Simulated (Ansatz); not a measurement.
# Ga2O3 in 3 structures

3 cells of Ga2O3 were relaxed with r2SCAN in the PAW code Ansatz. Computed values for non-magnetic cells; some structures come from databases, others from prototypes and may be hypothetical.

- A-La2O3 type: it is trigonal, P-3m1 (No. 164); conventional cell a = 2.991 Å, c = 6.846 Å, 10.61 Å³ an atom. Ga has 6 O at 1.87–2.22 Å; O has 6 Ga at 2.22 Å; O has 3 Ga at 1.87 Å.
- corundum: the symmetry is R-3c (No. 167, trigonal); a = 4.985 Å, c = 13.442 Å in the conventional setting, 9.64 Å³ an atom. Ga has 6 O at 1.93–2.07 Å; O has 4 Ga at 1.93–2.07 Å.
- published C2/m (10 atoms): it is monoclinic, C2/m (No. 12); a = 12.255 Å, b = 3.039 Å, c = 5.808 Å, β = 103.8° in the conventional setting, 10.50 Å³ an atom. Ga has 4 O at 1.83–1.87 Å; Ga has 6 O at 1.94–2.08 Å; O has 3 Ga at 1.83–1.94 Å; O has 4 Ga at 1.87–2.08 Å; O has 3 Ga at 1.84–1.94 Å.

Energies are counted from the lowest cell, each relaxed with the functional named (k spacing about 0.3 1/Å); gaps are on the r2SCAN cells (d direct, i indirect).

| structure | space group | volume (Å³/atom) | E, r2SCAN (meV/atom) | E, PBEsol (meV/atom) | E, LDA (meV/atom) | gap, PBE (eV) | gap, r2SCAN (eV) | gap, HSE06 (eV) | gap, PBE0 (eV) |
| --- | --- | --- | --- | --- | --- | --- | --- | --- | --- |
| A-La2O3 type | P-3m1 | 10.61 | 179 | 152 | 168 | 2.51 d (Γ) | 3.12 d (Γ) | 4.19 d (Γ) | 4.91 d (Γ) |
| corundum | R-3c | 9.64 | 18 | 7 | 1 | 2.85 i (Γ–S₀ (0.45) → Γ) | 3.55 i (Γ–S₀ (0.45) → Γ) | 4.62 i (Γ–S₀ (0.45) → Γ) | 5.34 i (Γ–S₀ (0.45) → Γ) |
| published C2/m (10 atoms) | C2/m | 10.50 | 0 | 0 | 0 | 2.37 i (M₂–D (0.20) → Γ) | 3.02 i ((0.448, -0.458, -1/2) → Γ) | 4.18 i ((0.448, -0.458, -1/2) → Γ) | 4.90 i ((0.448, -0.458, -1/2) → Γ) |

Among these cells the lowest with r2SCAN is published C2/m (10 atoms), 18 meV an atom below the next, corundum. Other structures, not computed here, could lie lower. PBEsol agrees on the lowest cell. With LDA the lowest cells aren't resolved. The start from β-Ga2O3 sites, C2/m ended in the same structure as one of these cells. The start from corundum sites, R-3c ended in the same structure as one of these cells.

Against published C2/m (10 atoms) (HSE06 gap 4.18 eV): A-La2O3 type +0.01 eV at +1.0 % volume; corundum +0.44 eV at -8.2 % volume.

Where an edge lies off the special points, it is a point of the mesh or the k point where a search put PBE's edge or least direct gap, reused for the other functionals, whose own edges may lie a little apart.

Coordinates of k points refer to the reciprocal vectors of the primitive cell of the runs.

The meshes of the hybrids are coarse, so their gaps aren't converged to the digits shown.
